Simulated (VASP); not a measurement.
Here is a VASP 6.6.1 calculation.

File INCAR:

```
SYSTEM = SnTe
PREC     = Accurate       ! precision mode
ENCUT    = 600            ! plane-wave cutoff, eV
EDIFF    = 1E-6           ! SCF threshold, eV
ISMEAR   = 0              ! smearing method
SIGMA    = 0.03           ! smearing width, eV
LREAL    = .False.        ! projectors in reciprocal space
LASPH    = .True.         ! aspherical terms in the spheres
NELM     = 80             ! most SCF steps
ALGO     = Normal         ! electronic algorithm
ISIF     = 3              ! what is computed and relaxed
LWAVE    = .False.        ! write WAVECAR
LCHARG   = .False.        ! write CHGCAR
GGA      = PS             ! functional
IBRION   = 2              ! ionic algorithm
NSW      = 90             ! ionic steps
EDIFFG   = -0.01          ! ionic threshold
KPAR     = 4
```

The input KPOINTS:

```
Automatic mesh
0
Gamma
  10 10 10
  0 0 0
```

The input POSCAR:

```
SnTe
1.0
    0.0000000000      3.1508500000      3.1508500000
    3.1508500000      0.0000000000      3.1508500000
    3.1508500000      3.1508500000      0.0000000000
Sn Te
1 1
Direct
    0.0000000000      0.0000000000      0.0000000000
    0.5000000000      0.5000000000      0.5000000000
```

Potentials or basis: VASP PAW PBE potentials, release 64 (Sn_d, Te).

The run is started by

```console
$ cat potpaw_PBE.64/Sn_d/POTCAR potpaw_PBE.64/Te/POTCAR > POTCAR
$ mpirun -np 4 vasp_std > vasp.out
```

What does it give for the relaxed volume?

31.10 Å³/atom.

Predict the relaxed cell.

a = 4.447 Å, b = 4.447 Å, c = 4.447 Å, α = 60.00°, β = 60.00°, γ = 60.00°.

Final structure:
```
Sn Te
1.0
     0.00000    3.14484    3.14484
     3.14484    0.00000    3.14484
     3.14484    3.14484    0.00000
Sn Te
1 1
Direct
  0.00000 0.00000 0.00000
  0.50000 0.50000 0.50000
```

Caveat: the PAW data sets were made with another functional, which shifts forces and pressure a little.
